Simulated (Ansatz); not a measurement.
**CsBr under changes of volume**

One of the cells (40.468 Å³/atom); the others are scaled copies at fixed shape and fractional positions:

```xyz
2
Lattice="4.3256 0.0000 0.0000 0.0000 4.3256 0.0000 0.0000 0.0000 4.3256" Properties=species:S:1:pos:R:3 pbc="T T T"
Cs    0.0000    0.0000    0.0000
Br    2.1628    2.1628    2.1628
```

The cell comes from a database or a generator and needn't be the stable form of this composition.

```yaml
Program: Ansatz 0.2.0
Functional: PBE
Potentials_or_basis: PseudoDojo stringent (PBE files)
Cutoff: 1034 eV
Density_cutoff: 4136 eV
k_mesh: 6 × 6 × 6
Occupations: fermi-dirac, width 0.05 eV
Spin: no spin polarisation
```

```tsv
volume (Å³/atom)	energy over the lowest point (meV/atom)	pressure (GPa)	gap on the mesh (eV)
38.040	19.58	1.7	4.66
38.850	12.21	1.3	4.58
39.659	6.76	0.9	4.50
40.468	3.04	0.6	4.42
41.278	?	?	?
42.087	0.00	0.0	4.27
42.896	0.37	-0.2	4.20
```

Question: What does the run at 41.278 Å³/atom give?

Answer: Energy over the lowest point 0.84 meV/atom; pressure 0.3 GPa; gap on the mesh 4.34 eV.

Worked out: A Birch-Murnaghan fit of order 3 (a polynomial in V^(-2/3)) to the other rows has its minimum at 42.23 Å³/atom with B0 = V·E''(V) = 12.3 GPa and B' = 5.0. It gives 0.84 meV/atom at 41.278 Å³/atom, against the run's 0.84, and -dE/dV = 0.3 GPa, against 0.3. A straight line through the other rows of the gap, of slope -3.84 eV per unit of ln V, gives 4.35 eV, against the run's 4.34.

Energies are extrapolated to zero smearing.

Caveats: spin-orbit coupling is left out, which moves the levels of the heavy elements.
